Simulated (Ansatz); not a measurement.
# Lattice vibrations of MgSe at Γ at 1.9 GPa

Method: DFT LDA, scalar-relativistic, plane waves, PAW in Ansatz 0.2.0. Cutoff 420 eV, 10×10×10 k-points (Γ-centred), fixed occupations. No spin polarisation. Phonons by linear response, acoustic sum rule imposed.

The cell is fixed (symmetry leaves no force on the atoms) and stands under 1.9 GPa:
```xyz
2
Lattice="0.0000 2.6727 2.6727 2.6727 0.0000 2.6727 2.6727 2.6727 0.0000" Properties=species:S:1:pos:R:3 pbc="T T T"
Mg    0.0000    0.0000    0.0000
Se    2.6727    2.6727    2.6727
```

The cell is the ideal cubic rocksalt prototype.

Question: Is this structure stable against zone-centre distortions?

Answer: Yes, at Γ: no optical mode is imaginary. Strains and other wave vectors aren't tested by this run.

Question: List the optical modes at Γ without the LO field (i marks imaginary ones).

Answer:
| frequency (cm⁻¹) | degeneracy | IR intensity of the level ((D/Å)²/amu) |
| --- | --- | --- |
| 211 | 3 | 21.13 |